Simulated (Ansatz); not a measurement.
Computed against measured: atomisation enthalpy at 298 K

6 molecules with nitrogen; the atomisation enthalpy at 298 K in kJ/mol, computed less measured. Shapes, held fixed at every level: PBE0-D4/def2-TZVP. Flexible molecules stand in one conformer, not always the lowest. Thermal terms are harmonic and unscaled (PBE0-D4/def2-TZVP); the spin-orbit lowering of the free atoms is taken from their spectra. Programs: Ansatz 0.2.0. Measured values: CRC Handbook of Chemistry and Physics.

Levels: A = HF/STO-3G; B = PBE0-D4/def2-TZVPP; C = wB97X-V/def2-TZVPP; D = MP2/def2-SVP; E = CCSD(T)/def2-TZVPP.

```json
{"molecule": "C2H3N (isocyanomethane)", "from tabulated heats": "2397", "A": "-610", "B": "-1", "C": "-9", "D": "-98", "E": "-90"}
{"molecule": "CH3NO (formamide)", "from tabulated heats": "2286", "A": "-903", "B": "+7", "C": "+5", "D": "-105", "E": "-86"}
{"molecule": "CH4N2O (urea)", "from tabulated heats": "3029", "A": "-1294", "B": "+12", "C": "+11", "D": "-167", "E": "-126"}
{"molecule": "C3H5N (SMILES [C-]#[N+]CC)", "from tabulated heats": "3571", "A": "-660", "B": "+15", "C": "-2", "D": "-128", "E": "-111"}
{"molecule": "C3H5N (propanenitrile)", "from tabulated heats": "3661", "A": "-657", "B": "+16", "C": "-5", "D": "-118", "E": "-108"}
{"molecule": "C4H5N (pyrrole)", "from tabulated heats": "4322", "A": "-869", "B": "+73", "C": "+7", "D": "-108", "E": "-136"}
```

Sum up the errors.


| level | kind | mean error | mean absolute error | worst case |
| --- | --- | --- | --- | --- |
| HF/STO-3G | Hartree–Fock | -832.2 | 832.2 | CH4N2O |
| PBE0-D4/def2-TZVPP | global hybrid | +20.3 | 20.7 | C4H5N |
| wB97X-V/def2-TZVPP | range-separated hybrid | +1.2 | 6.5 | CH4N2O |
| MP2/def2-SVP | perturbation theory | -120.7 | 120.7 | CH4N2O |
| CCSD(T)/def2-TZVPP | coupled cluster or CI | -109.5 | 109.5 | C4H5N |

On this set wB97X-V/def2-TZVPP has the smallest mean absolute error and HF/STO-3G the largest. HF/STO-3G is too low in 6 of 6; PBE0-D4/def2-TZVPP is too high in 5 of 6; MP2/def2-SVP is too low in 6 of 6; CCSD(T)/def2-TZVPP is too low in 6 of 6. The tabulated values of C2H3N, CH4N2O are in doubt (older tables, estimates, or at odds with other calculations) and kept here. Over the 4 molecules whose values aren't doubted the mean absolute errors are A 772.2; B 27.8; C 4.8; D 114.8; E 110.2. For PBE0-D4/def2-TZVPP the error grows with the size of the molecule. Hartree–Fock lacks correlation and underbinds. Rows in very small basis sets show the basis more than the method. Correlated wave functions converge slowly with the basis. The set is small.
